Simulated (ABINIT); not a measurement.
Runs of ABINIT 10.8.3 (patched build) on PbS (Galena). Symmetry: Fm-3m, No. 225, cubic system. The conventional cell has a = 5.931 Å, b = 5.931 Å, c = 5.931 Å, α = 90.00°, β = 90.00°, γ = 90.00°. Pb (site symmetry m-3m) is surrounded by 6 S at 2.97 Å. S (site symmetry m-3m) is surrounded by 6 Pb at 2.97 Å. 

| task | level | potentials or basis | spin | cell | k mesh | cutoff (eV) | smearing | bands in the sums | one-shot functional | stop of the response cycle (tolvrs) | acoustic sum rule (asr) | cell freedom (optcell) | gap on the mesh (eV) | pressure (GPa) |
| --- | --- | --- | --- | --- | --- | --- | --- | --- | --- | --- | --- | --- | --- | --- |
| single point | LDA | PseudoDojo NC SR LDA v0.4.1 standard | off | as given | 6 × 6 × 6 | 653 | fermi-dirac 0.05 eV | - | - | - | - | - | 0.24 | - |
| single point | PBEsol | PseudoDojo NC SR PBEsol v0.4.1 standard | off | as given | 6 × 6 × 6 | 653 | fermi-dirac 0.05 eV | - | - | - | - | - | 0.26 | (b) |
| single point | PBE | PseudoDojo NC SR PBE v0.4.1 standard | off | as given | 6 × 6 × 6 | 653 | fermi-dirac 0.05 eV | - | - | - | - | - | 0.37 | - |
| single point | PBE | PseudoDojo NC SR PBE v0.4.1 standard | off | cell relaxed | 6 × 6 × 6 | 653 | fermi-dirac 0.05 eV | - | - | - | - | - | 0.50 | - |
| single point | LDA | PseudoDojo NC SR LDA v0.4 stringent | off | cell relaxed | 6 × 6 × 6 | 871 | fermi-dirac 0.05 eV | - | - | - | - | - | 0.05 | -2.3 |
| phonons | LDA | PseudoDojo NC SR LDA v0.4.1 standard | off | as given | 6 × 6 × 6 | 653 | fermi-dirac 0.05 eV | - | - | 1e-08 | 1 | - | 0.24 | - |
| relaxation of cell and atoms | PBE | PseudoDojo NC SR PBE v0.4.1 standard | off | relaxed | 6 × 6 × 6 | 653 | fermi-dirac 0.05 eV | - | - | - | - | 2 | 0.50 | - |
| optical spectrum | PBE | PseudoDojo NC FR PBE v0.4 standard | SOC, no magnetisation | cell relaxed at zero pressure by an earlier run | 6 × 6 × 6, with 4 shifts | 653 | fermi-dirac 0.05 eV | 44 | - | - | - | - | - | (a) |

Task: Estimate the missing entries.

Result: (a) 0.1; (b) -1.3.

Caveats: spin-orbit coupling is left out, which as a rule narrows the gap of such compounds by several tenths of an eV (some runs); the mesh is coarse for a metal's response (some runs); some modes are imaginary (some runs); the intraband (Drude) term is left out (some runs); spectra need much finer meshes, so this one isn't converged (some runs); independent-particle spectra lack excitons (some runs).

A k mesh can miss the band edges, and rows without SOC leave out spin-orbit coupling on Pb.

The runs don't all hold the same shells in valence.
